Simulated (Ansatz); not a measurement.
**CdS (F-43m): how far a G0W0 gap depends on its settings**

Aim: test how the G0W0 gap of the published phase of CdS (F-43m) moves with the number of bands, the screening cutoff and the other choices.

The runs shown are made with Ansatz 0.2.0. G0W0, plane waves. Computed at 0 K without zero-point motion; spin polarisation is off.

### 1 The cell

The cell was relaxed beforehand with r2SCAN.

It is cubic, F-43m (No. 216); conventional cell a = 5.878 Å, 25.39 Å³ an atom. Cd has 4 S at 2.55 Å; S has 4 Cd at 2.55 Å.

Structure file:

```cif
data_structure
_symmetry_space_group_name_H-M 'F-43m'
_symmetry_Int_Tables_number 216
_cell_length_a 5.8784
_cell_length_b 5.8784
_cell_length_c 5.8784
_cell_angle_alpha 90.000
_cell_angle_beta 90.000
_cell_angle_gamma 90.000
_cell_volume 203.13
loop_
_atom_site_label
_atom_site_type_symbol
_atom_site_symmetry_multiplicity
_atom_site_Wyckoff_symbol
_atom_site_fract_x
_atom_site_fract_y
_atom_site_fract_z
_atom_site_occupancy
Cd1 Cd 4 a 0.00000 0.00000 0.00000 1
S1 S 4 d 0.25000 0.25000 0.75000 1
```

### 2 82 empty bands, 80 eV

File input.yaml:

```yaml
crystal:
  lattice:
    - [0.0, 2.9392138866, 2.9392138866]
    - [2.9392138866, 0.0, 2.9392138866]
    - [2.9392138866, 2.9392138866, 0.0]
  atoms:
    - { symbol: Cd, position: [0.0, 0.0, 0.0] }
    - { symbol: S, position: [0.25, 0.25, 0.25] }
kpoints:
  mp_grid: { grid: [4, 4, 4] }
hamiltonian:
  xc: pbe
scf:
  occupations: { method: fixed }
gw:
  n_empty_bands: 82
  ecut_chi: 80
  qp_bands: [v2, c2]
  qp_kpoints: band_edges
  screening: { model: contour_deformation }
```

The run is started by

```sh
ansatz run input.yaml --threads 2 --pin off --max-ram 3686MiB --backend cpu --events-out ev --progress --plain --runs-dir out
```

### 3 191 empty bands, 140 eV

input.yaml, as its differences from that of step 2:

```diff
@@ -15,4 +15,4 @@
 gw:
-  n_empty_bands: 82
-  ecut_chi: 80
+  n_empty_bands: 191
+  ecut_chi: 140
   qp_bands: [v2, c2]
```

### 4 350 empty bands, 210 eV

input.yaml, as its differences from that of step 3:

```diff
@@ -15,4 +15,4 @@
 gw:
-  n_empty_bands: 191
-  ecut_chi: 140
+  n_empty_bands: 350
+  ecut_chi: 210
   qp_bands: [v2, c2]
```

### 5 Starting from HSE06

input.yaml, as its differences from that of step 4:

```diff
@@ -11,3 +11,3 @@
 hamiltonian:
-  xc: pbe
+  xc: hse06
 scf:
@@ -15,4 +15,4 @@
 gw:
-  n_empty_bands: 350
-  ecut_chi: 210
+  n_empty_bands: 191
+  ecut_chi: 140
   qp_bands: [v2, c2]
```

### 6 Starting from LDA

input.yaml, as its differences from that of step 5:

```diff
@@ -11,3 +11,3 @@
 hamiltonian:
-  xc: hse06
+  xc: lda
 scf:
```

### 7 Starting from r2SCAN

input.yaml, as its differences from that of step 6:

```diff
@@ -11,3 +11,3 @@
 hamiltonian:
-  xc: lda
+  xc: r2scan
 scf:
```

### 8 A plasmon pole in place of the full frequency dependence

input.yaml, as its differences from that of step 7:

```diff
@@ -11,3 +11,3 @@
 hamiltonian:
-  xc: r2scan
+  xc: pbe
 scf:
@@ -19,2 +19,2 @@
   qp_kpoints: band_edges
-  screening: { model: contour_deformation }
+  screening: { model: godby_needs }
```

### 9 A finer mesh, 6×6×6

input.yaml, as its differences from that of step 8:

```diff
@@ -9,3 +9,3 @@
 kpoints:
-  mp_grid: { grid: [4, 4, 4] }
+  mp_grid: { grid: [6, 6, 6] }
 hamiltonian:
@@ -15,6 +15,6 @@
 gw:
-  n_empty_bands: 191
-  ecut_chi: 140
+  n_empty_bands: 82
+  ecut_chi: 80
   qp_bands: [v2, c2]
   qp_kpoints: band_edges
-  screening: { model: godby_needs }
+  screening: { model: contour_deformation }
```

### 10 Norm-conserving pseudopotentials

input.yaml, as its differences from that of step 9:

```diff
@@ -9,5 +9,6 @@
 kpoints:
-  mp_grid: { grid: [6, 6, 6] }
+  mp_grid: { grid: [4, 4, 4] }
 hamiltonian:
   xc: pbe
+  pseudopotentials: { kind: nc }
 scf:
@@ -15,4 +16,4 @@
 gw:
-  n_empty_bands: 82
-  ecut_chi: 80
+  n_empty_bands: 191
+  ecut_chi: 140
   qp_bands: [v2, c2]
```

Q: Predict the outcome of this session. Wanted: for each run, start; potentials; frequencies; empty bands; cutoff; Kohn-Sham gap; G0W0 gap.

The runs gave:

| start | potentials | frequencies | empty bands | cutoff (eV) | mesh | Kohn-Sham gap (eV) | G0W0 gap (eV) |
| --- | --- | --- | --- | --- | --- | --- | --- |
| PBE | PAW | full | 82 | 80 | 4×4×4 | 1.08 | 1.69 |
| PBE | PAW | full | 191 | 140 | 4×4×4 | 1.08 | 1.75 |
| PBE | PAW | full | 350 | 210 | 4×4×4 | 1.08 | 1.78 |
| HSE06 | PAW | full | 191 | 140 | 4×4×4 | 2.12 | 2.42 |
| LDA | PAW | full | 191 | 140 | 4×4×4 | 0.80 | 1.59 |
| r2SCAN | PAW | full | 191 | 140 | 4×4×4 | 1.53 | 2.09 |
| PBE | PAW | pole | 191 | 140 | 4×4×4 | 1.08 | 1.82 |
| PBE | PAW | full | 82 | 80 | 6×6×6 | 1.09 | 1.79 |
| PBE | NC | full | 191 | 140 | 4×4×4 | 1.08 | 1.75 |

Gaps are those on each run's own mesh.

With bands and cutoff raised together, from 82 bands at 80 eV to 350 at 210 eV, the gap moves by +0.08 eV, and on the last rung by +0.02 eV; extrapolated in 1/N from the last two rungs, the limit on this k mesh would lie near 1.8 eV. The starting point matters: against PBE, HSE06 gives +0.66 eV, LDA gives -0.16 eV, r2SCAN gives +0.34 eV. The plasmon pole changes the gap by +0.069 eV. Norm-conserving potentials change it by +0.003 eV. On the finer mesh the quasiparticle shift is +0.70 eV, against +0.61 eV on the coarse one.
